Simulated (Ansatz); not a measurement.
Hg on a Cd site in CdTe

All numbers are calculated (PBE, no spin polarisation, no spin-orbit coupling; Ansatz, PAW set soft_2, 420 eV, k-mesh 2×2×2 shifted by half a step), not measured.

The relaxed host crystal (Kohn–Sham gap 0.58 eV):

```
Cd Te
1.0
     0.00000    3.31002    3.31002
     3.31002    0.00000    3.31002
     3.31002    3.31002    0.00000
Cd Te
1 1
Direct
  0.00000 0.00000 0.00000
  0.25000 0.25000 0.25000
```

Supercell of 32 atoms, rows of the matrix [[1,1,1],[1,-3,1],[1,1,-3]] times the cell vectors; Hg on a Cd site at (0.000, 0.000, 0.000) in fractions of the cell above. Atoms are relaxed at the host's cell.

Distances from the Hg atom (Å), by shell of the perfect crystal:

```
shell  perfect crystal  relaxed, charge 0
 4 Te             2.87               2.88
```

| charge | gap of the cell on the mesh (eV) | carriers |
| --- | --- | --- |
| 0 | 1.92 | none in the bands |

On this mesh the host's own supercell has a gap of 2.17 eV.

Formation energy of the neutral defect: 0.60 eV, taking atoms from and to the elements' standard states (no corrections for gases), so it belongs to those chemical potentials alone.

Caveats: semilocal functionals make gaps too small, which shifts levels too; small supercell, so energies and levels can be off by tenths of an eV; the atoms kept the symmetry of the start, so a distorted state could lie lower.
